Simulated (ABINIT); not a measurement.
# TePb (Pm-3m) in ABINIT: further runs

One crystal, TePb, is run at these levels: PBE, SOGGA, AM05, LDA; tasks: band structure, equation of state.

All numbers are computed with ABINIT 10.8.3 (patched build); they aren't measurements. Logs are shortened: lines on timing, memory, paths and dates and some standing lists are left out, and cuts for length are marked. The log counts tension as positive stress, the text compression.

**1. The structure**

The structure is cubic, space group Pm-3m (No. 221). Conventional cell: a = 4.002 Å, b = 4.002 Å, c = 4.002 Å, α = 90.00°, β = 90.00°, γ = 90.00°. Around Pb (site symmetry m-3m) lie 8 Te at 3.47 Å. Around Te (site symmetry m-3m) lie 8 Pb at 3.47 Å.

Measurements of this composition are mostly on another form, of space group No. 225.

**2. Band structure, PBE**

Input file run.abi:

```
# Datasets: ground state, then fixed potential
ndtset 2

# Pseudopotentials
pp_dirpath "./"
pseudos "Pb.upf, Te.upf"

# Structure
acell 4.002287 4.002287 4.002287 Angstrom
rprim
     1.0000000000     0.0000000000     0.0000000000
     0.0000000000     1.0000000000     0.0000000000
     0.0000000000     0.0000000000     1.0000000000
ntypat 2
znucl 82 52
natom 2
typat 1 2
xred
     0.0000000000     0.0000000000     0.0000000000
     0.5000000000     0.5000000000     0.5000000000

# Plane-wave basis
ecut 40.0

# Exchange and correlation
ixc 11

# Bands and occupations
occopt 3
tsmear 0.05 eV

# SCF cycle
nstep 100

# Output
iomode 3
prtwf 0
prteig 0
prtebands 0
prtden1 1
prtvha1 1
prtvclmb1 1
prtpot1 1
prtelf1 1

# Dataset 1
kptopt1 1
ngkpt1 7 7 7
nshiftk1 1
shiftk1 0.0 0.0 0.0
nband1 19
tolvrs1 1.0e-10

# Dataset 2: bands along G-X-M-G-R-X
iscf2 -2
getden2 1
nband2 25
nbdbuf2 4
tolwfr2 1.0e-11
kptopt2 -5
ndivsm2 8
prteig2 1
prtvol2 -3
kptbounds2
     0.0000000000     0.0000000000     0.0000000000
     0.0000000000     0.5000000000     0.0000000000
     0.5000000000     0.5000000000     0.0000000000
     0.0000000000     0.0000000000     0.0000000000
     0.5000000000     0.5000000000     0.5000000000
     0.0000000000     0.5000000000     0.0000000000
```

Potentials or basis: PseudoDojo NC SR PBE v0.4.1 standard.

Started as:

```sh
abinit run.abi > log 2>&1
```

run.abo:

```text
.Version 10.8.3 of ABINIT
 DATASET    1 : space group Pm -3 m (#221); Bravais cP (primitive cubic)
================================================================================
 Values of the parameters that define the memory need for DATASET  1.
     intxc =       0    ionmov =       0      iscf =       7    lmnmax =       6
     lnmax =       6     mgfft =      45  mpssoang =       3    mqgrid =    3001
     natom =       2  nloc_mem =       1    nspden =       1   nspinor =       1
    nsppol =       1      nsym =      48    n1xccc =    2501    ntypat =       2
    occopt =       3   xclevel =       2
       mpw =        5244          nfft =       91125          nkpt =          20
================================================================================
================================================================================

 DATASET    2 : space group Pm -3 m (#221); Bravais cP (primitive cubic)
================================================================================
 Values of the parameters that define the memory need for DATASET  2.
     intxc =       0    ionmov =       0      iscf =      -2    lmnmax =       6
     lnmax =       6     mgfft =      45  mpssoang =       3    mqgrid =    3001
     natom =       2  nloc_mem =       1    nspden =       1   nspinor =       1
    nsppol =       1      nsym =      48    n1xccc =    2501    ntypat =       2
    occopt =       3   xclevel =       2
       mpw =        5253          nfft =       91125          nkpt =          53
================================================================================
================================================================================

--------------------------------------------------------------------------------
------------- Echo of variables that govern the present computation ------------
--------------------------------------------------------------------------------
 -outvars: echo values of preprocessed input variables --------
            acell      7.5632263073E+00  7.5632263073E+00  7.5632263073E+00 Bohr
              amu      2.07200000E+02  1.27600000E+02
             ecut      4.00000000E+01 Hartree
           getden1          0
           getden2          1
             iscf1          7
             iscf2         -2
              ixc          11
           jdtset        1    2
           kptopt1          1
           kptopt2         -5
         kptrlatt        7    0    0      0    7    0      0    0    7
          kptrlen1     5.29425842E+01
          kptrlen2     3.00000000E+01
            natom           2
            nband1         19
            nband2         25
           nbdbuf1          0
           nbdbuf2          4
           ndtset           2
           ndivsm1          0
           ndivsm2          8
            ngfft          45      45      45
             nkpt1         20
             nkpt2         53
            nstep         100
             nsym          48
           ntypat           2
           occopt           3
        prtebands           0
           prteig1          0
           prteig2          1
           prtelf1          1
           prtelf2          0
           prtpot1          1
           prtpot2          0
         prtvclmb1          1
         prtvclmb2          0
           prtvha1          1
           prtvha2          0
           prtvol1          0
           prtvol2         -3
            prtwf           0
           shiftk1     0.00000000E+00  0.00000000E+00  0.00000000E+00
           shiftk2     5.00000000E-01  5.00000000E-01  5.00000000E-01
          spgroup         221
           tolvrs1     1.00000000E-10
           tolvrs2     0.00000000E+00
           tolwfr1     0.00000000E+00
           tolwfr2     1.00000000E-11
           tsmear      1.83746611E-03 Hartree
            typat      1  2
           xangst      0.0000000000E+00  0.0000000000E+00  0.0000000000E+00
                       2.0011435000E+00  2.0011435000E+00  2.0011435000E+00
            xcart      0.0000000000E+00  0.0000000000E+00  0.0000000000E+00
                       3.7816131536E+00  3.7816131536E+00  3.7816131536E+00
             xred      0.0000000000E+00  0.0000000000E+00  0.0000000000E+00
[... 181 lines left out ...]
-Cartesian components of stress tensor (GPa)         [Pressure=  1.3471E-02 GPa]
- sigma(1 1)= -1.34707952E-02  sigma(3 2)=  0.00000000E+00
- sigma(2 2)= -1.34707952E-02  sigma(3 1)=  0.00000000E+00
- sigma(3 3)= -1.34707952E-02  sigma(2 1)=  0.00000000E+00

================================================================================
== DATASET  2 ==================================================================

--- !DatasetInfo
iteration_state: {dtset: 2, }
dimensions: {natom: 2, nkpt: 53, mband: 25, nsppol: 1, nspinor: 1, nspden: 1, mpw: 5253, }
cutoff_energies: {ecut:  40.0, pawecutdg:  -1.0, }
electrons: {nelect:   3.00000000E+01, charge:   0.00000000E+00, occopt:   3.00000000E+00, tsmear:   1.83746611E-03, }
meta: {optdriver: 0, ionmov: 0, optcell: 0, iscf: -2, paral_kgb: 0, }
...

 mkfilename : getden/=0, take file _DEN from output of DATASET   1.

 Exchange-correlation functional for the present dataset will be:
  GGA: Perdew-Burke-Ernzerhof functional - ixc=11
  J.P.Perdew, K.Burke, M.Ernzerhof, PRL 77, 3865 (1996)

 Real(R)+Recip(G) space primitive vectors, cartesian coordinates (Bohr,Bohr^-1):
 R(1)=  7.5632263  0.0000000  0.0000000  G(1)=  0.1322187  0.0000000  0.0000000
 R(2)=  0.0000000  7.5632263  0.0000000  G(2)=  0.0000000  0.1322187  0.0000000
 R(3)=  0.0000000  0.0000000  7.5632263  G(3)=  0.0000000  0.0000000  0.1322187
 Unit cell volume ucvol=  4.3263464E+02 bohr^3
 Angles (23,13,12)=  9.00000000E+01  9.00000000E+01  9.00000000E+01 degrees

 getcut: wavevector=  0.0000  0.0000  0.0000  ngfft=  45  45  45
         ecut(hartree)=     40.000   => boxcut(ratio)=   2.04339
--------------------------------------------------------------------------------

================================================================================
 Non-SCF case, kpt    1 (  0.00000  0.00000  0.00000), residuals and eigenvalues=
  1.06E-12  2.06E-12  2.15E-12  2.75E-12  3.14E-12  7.24E-12  2.58E-12  7.48E-12
  3.17E-12  2.23E-12  3.26E-12  2.37E-12  6.27E-12  8.72E-12  6.30E-12  7.24E-12
  6.29E-12  3.14E-12  9.76E-12  6.18E-12  8.13E-12  2.48E-10  2.87E-05  1.86E-05
  9.18E-10
 -1.1564E+00 -1.1564E+00 -1.1563E+00 -1.1563E+00 -1.1563E+00 -4.5119E-01
 -4.5119E-01 -4.4811E-01 -4.4811E-01 -4.4811E-01 -2.6810E-01 -7.0594E-02
  1.2154E-01  1.2154E-01  1.2154E-01  3.2694E-01  3.2694E-01  3.7120E-01
  3.7120E-01  3.7120E-01  5.4432E-01  5.9180E-01  5.9182E-01  5.9187E-01
  6.1758E-01
 Non-SCF case, kpt    2 (  0.00000  0.06250  0.00000), residuals and eigenvalues=
  2.10E-12  1.56E-12  5.87E-12  1.97E-12  1.04E-12  3.56E-12  3.33E-12  6.56E-12
  4.32E-12  2.18E-12  7.92E-12  5.68E-12  7.10E-12  6.63E-12  5.25E-12  3.68E-12
  6.09E-12  6.54E-12  5.18E-12  4.47E-12  4.19E-12  7.36E-09  3.97E-08  1.92E-07
[... 502 lines left out ...]
 -4.4908E-01 -4.4906E-01 -4.4863E-01 -4.4808E-01 -2.1801E-01 -1.5285E-01
  1.4344E-01  1.5151E-01  1.7026E-01  2.0908E-01  2.5908E-01  2.7333E-01
  3.8325E-01  4.3884E-01  5.8020E-01  5.8982E-01  6.2663E-01  6.2839E-01
  6.3896E-01
 Non-SCF case, kpt   53 (  0.00000  0.50000  0.00000), residuals and eigenvalues=
  1.20E-12  7.29E-12  1.11E-12  1.79E-12  3.91E-12  2.57E-12  9.49E-12  3.30E-12
  3.54E-12  8.69E-12  1.18E-12  2.94E-12  2.39E-12  6.83E-12  4.27E-12  6.34E-12
  6.01E-12  2.23E-12  3.75E-12  7.54E-12  9.03E-12  1.48E-08  3.17E-08  6.61E-08
  5.49E-08
 -1.1563E+00 -1.1563E+00 -1.1563E+00 -1.1562E+00 -1.1562E+00 -4.5106E-01
 -4.4904E-01 -4.4904E-01 -4.4866E-01 -4.4805E-01 -2.1890E-01 -1.5402E-01
  1.5034E-01  1.7327E-01  1.7327E-01  1.8571E-01  2.6429E-01  2.6429E-01
  3.7777E-01  4.3117E-01  6.1393E-01  6.2663E-01  6.2682E-01  6.2682E-01
  6.2905E-01

--- !ResultsGS
iteration_state: {dtset: 2, }
comment   : Summary of ground state results
lattice_vectors:
- [  7.5632263,   0.0000000,   0.0000000, ]
- [  0.0000000,   7.5632263,   0.0000000, ]
- [  0.0000000,   0.0000000,   7.5632263, ]
lattice_lengths: [   7.56323,    7.56323,    7.56323, ]
lattice_angles: [ 90.000,  90.000,  90.000, ] # degrees, (23, 13, 12)
lattice_volume:   4.3263464E+02
convergence: {deltae:  0.000E+00, res2:  0.000E+00, residm:  9.996E-12, diffor:  0.000E+00, }
etotal    :  -1.75254270E+02
entropy   :   0.00000000E+00
fermie    :   1.78893114E-01
cartesian_stress_tensor: null
pressure_GPa: null
xred      :
- [  0.0000E+00,   0.0000E+00,   0.0000E+00, Pb]
- [  5.0000E-01,   5.0000E-01,   5.0000E-01, Te]
cartesian_forces: null
force_length_stats: {min: null, max: null, mean: null, }
...

 Integrated electronic density in atomic spheres:
 ------------------------------------------------
 Atom  Sphere_radius  Integrated_density
    1        2.00000         10.05338007
    2        2.00000         11.94225149
================================================================================

 ----iterations are completed or convergence reached----

 Mean square residual over all n,k,spin=   49.359E-13; max=  99.962E-13
 reduced coordinates (array xred) for    2 atoms
       0.000000000000      0.000000000000      0.000000000000
       0.500000000000      0.500000000000      0.500000000000

 cartesian coordinates (angstrom) at end:
    1      0.00000000000000     0.00000000000000     0.00000000000000
    2      2.00114350000000     2.00114350000000     2.00114350000000
 length scales=  7.563226307281  7.563226307281  7.563226307281 bohr
              =  4.002287000000  4.002287000000  4.002287000000 angstroms
 Eigenvalues (hartree) for nkpt=  53  k points:
 kpt#   1, nband= 25, wtk=  1.00000, kpt=  0.0000  0.0000  0.0000 (reduced coord)
  -1.15635   -1.15635   -1.15625   -1.15625   -1.15625   -0.45119   -0.45119   -0.44811
  -0.44811   -0.44811   -0.26810   -0.07059    0.12154    0.12154    0.12154    0.32694
   0.32694    0.37120    0.37120    0.37120    0.54432    0.59180    0.59182    0.59187
   0.61758
 kpt#   2, nband= 25, wtk=  1.00000, kpt=  0.0000  0.0625  0.0000 (reduced coord)
  -1.15635   -1.15635   -1.15625   -1.15625   -1.15625   -0.45118   -0.45109   -0.44815
  -0.44815   -0.44811   -0.26695   -0.07297    0.12014    0.12283    0.12283    0.32800
   0.33193    0.36432    0.36739    0.36739    0.55345    0.58098    0.58098    0.59241
   0.59612
 kpt#   3, nband= 25, wtk=  1.00000, kpt=  0.0000  0.1250  0.0000 (reduced coord)
  -1.15635   -1.15633   -1.15626   -1.15626   -1.15625   -0.45117   -0.45082   -0.44825
  -0.44825   -0.44810   -0.26354   -0.07996    0.11730    0.12664    0.12664    0.32800
   0.33120    0.35658    0.35658    0.36640    0.56390    0.57039    0.57039    0.57431
   0.59422
 kpt#   4, nband= 25, wtk=  1.00000, kpt=  0.0000  0.1875  0.0000 (reduced coord)
  -1.15635   -1.15631   -1.15626   -1.15626   -1.15625   -0.45115   -0.45041   -0.44840
[... 234 lines left out ...]
  -1.15633   -1.15629   -1.15629   -1.15625   -1.15620   -0.45076   -0.44920   -0.44912
  -0.44853   -0.44817   -0.21542   -0.14939    0.12709    0.12763    0.16216    0.23765
   0.24582    0.29484    0.39872    0.45946    0.53516    0.54245    0.63092    0.63309
   0.64368
 kpt#  52, nband= 25, wtk=  1.00000, kpt=  0.0455  0.5000  0.0455 (reduced coord)
  -1.15634   -1.15629   -1.15629   -1.15625   -1.15621   -0.45099   -0.44908   -0.44906
  -0.44863   -0.44808   -0.21801   -0.15285    0.14344    0.15151    0.17026    0.20908
   0.25908    0.27333    0.38325    0.43884    0.58020    0.58982    0.62663    0.62839
   0.63896
 kpt#  53, nband= 25, wtk=  1.00000, kpt=  0.0000  0.5000  0.0000 (reduced coord)
  -1.15635   -1.15628   -1.15628   -1.15625   -1.15621   -0.45106   -0.44904   -0.44904
  -0.44866   -0.44805   -0.21890   -0.15402    0.15034    0.17327    0.17327    0.18571
   0.26429    0.26429    0.37777    0.43117    0.61393    0.62663    0.62682    0.62682
   0.62905

== END DATASET(S) ==============================================================
================================================================================

 -outvars: echo values of variables after computation  --------
            acell      7.5632263073E+00  7.5632263073E+00  7.5632263073E+00 Bohr
           etotal1    -1.7525426977E+02
            fcart1    -0.0000000000E+00 -0.0000000000E+00 -0.0000000000E+00
                      -0.0000000000E+00 -0.0000000000E+00 -0.0000000000E+00
           strten1    -4.5786302152E-07 -4.5786302151E-07 -4.5786302151E-07
                       0.0000000000E+00  0.0000000000E+00  0.0000000000E+00
           xangst      0.0000000000E+00  0.0000000000E+00  0.0000000000E+00
                       2.0011435000E+00  2.0011435000E+00  2.0011435000E+00
             xred      0.0000000000E+00  0.0000000000E+00  0.0000000000E+00
                       5.0000000000E-01  5.0000000000E-01  5.0000000000E-01
 Calculation completed.
```

Run time: 1.9 min. Hardware: 1 thread of Intel Xeon 6975P-C (Granite Rapids), shared host; peak memory 0.18 GiB.

Results:

- Free energy: -4768.9116 eV
- Pressure: 0.0 GPa
- Band gap on the k mesh: none (metal or under the smearing width)
- Valence electrons inside the program's atomic spheres: Pb 10.05; Te 11.94

Levels at the corners of the path, in eV from the Fermi level:
```tsv
point	band 13	band 14	band 15	band 16	band 17	band 18
Γ	-1.56	-1.56	-1.56	4.03	4.03	5.23
X	-0.78	-0.15	-0.15	0.19	2.32	2.32
M	-4.38	-4.38	0.23	3.52	3.72	3.72
Γ	-1.56	-1.56	-1.56	4.03	4.03	5.23
R	-2.47	-2.47	-2.47	-1.04	-1.04	-1.04
X	-0.78	-0.15	-0.15	0.19	2.32	2.32
```

Caveat: spin-orbit coupling is left out, which moves the levels of the heavy elements.

**3. Band structure, SOGGA**

Input file run.abi:

```
ndtset 2

pp_dirpath "./"
pseudos "Pb.GGA_PBE-JTH.xml, Te.GGA_PBE-JTH.xml"

acell 4.002287 4.002287 4.002287 Angstrom
rprim
     1.0000000000     0.0000000000     0.0000000000
     0.0000000000     1.0000000000     0.0000000000
     0.0000000000     0.0000000000     1.0000000000
ntypat 2
znucl 82 52
natom 2
typat 1 2
xcart
     0.0000000000     0.0000000000     0.0000000000
     2.0011435000     2.0011435000     2.0011435000 Angstrom

ecut 22.0
pawecutdg 44.0

ixc -150130

occopt 3
tsmear 0.00183747

nstep 100

iomode 3
prtwf 0
prteig 0
prtebands 0
enunit 1
prtden1 1

kptopt1 1
ngkpt1 7 7 7
nshiftk1 1
shiftk1 0.0 0.0 0.0
nband1 14
tolvrs1 1.0e-9

iscf2 -2
getden2 1
nband2 20
nbdbuf2 4
tolwfr2 1.0e-11
kptopt2 -5
ndivsm2 8
prteig2 1
prtvol2 -3
kptbounds2
     0.0000000000     0.0000000000     0.0000000000
     0.0000000000     0.5000000000     0.0000000000
     0.5000000000     0.5000000000     0.0000000000
     0.0000000000     0.0000000000     0.0000000000
     0.5000000000     0.5000000000     0.5000000000
     0.0000000000     0.5000000000     0.0000000000
```

Potentials or basis: JTH PAW PBE v2.0.

Started as:

```sh
abinit run.abi > log 2>&1
```

Run time: 44 s. Hardware: 1 thread of Intel Xeon 6975P-C (Granite Rapids), shared host; peak memory 0.13 GiB.

Results (log left out):

* Free energy: -1891.3596 eV
* Pressure: -3.6 GPa
* Band gap on the k mesh: none (metal or under the smearing width)
* Valence electrons inside the program's atomic spheres: Pb 11.28; Te 3.07

Levels at the corners of the path, in eV from the Fermi level:
```csv
point,band 6,band 7,band 8,band 9,band 10,band 11,band 12,band 13,band 14,band 15
Γ,-12.16,-6.71,-1.54,-1.54,-1.54,3.90,3.90,5.33,5.33,5.33
X,-10.82,-9.01,-0.74,-0.12,-0.12,0.14,2.35,2.35,5.28,6.85
M,-10.08,-7.84,-4.42,-4.42,0.26,3.64,3.75,3.75,5.95,6.84
Γ,-12.16,-6.71,-1.54,-1.54,-1.54,3.90,3.90,5.33,5.33,5.33
R,-9.70,-7.05,-2.48,-2.48,-2.48,-1.10,-1.10,-1.10,13.55,13.55
X,-10.82,-9.01,-0.74,-0.12,-0.12,0.14,2.35,2.35,5.28,6.85
```

Caveat: the PAW data sets were made with another functional, which shifts forces and pressure a little; spin-orbit coupling is left out, which moves the levels of the heavy elements.

(Part 1 of 2 ends here.)
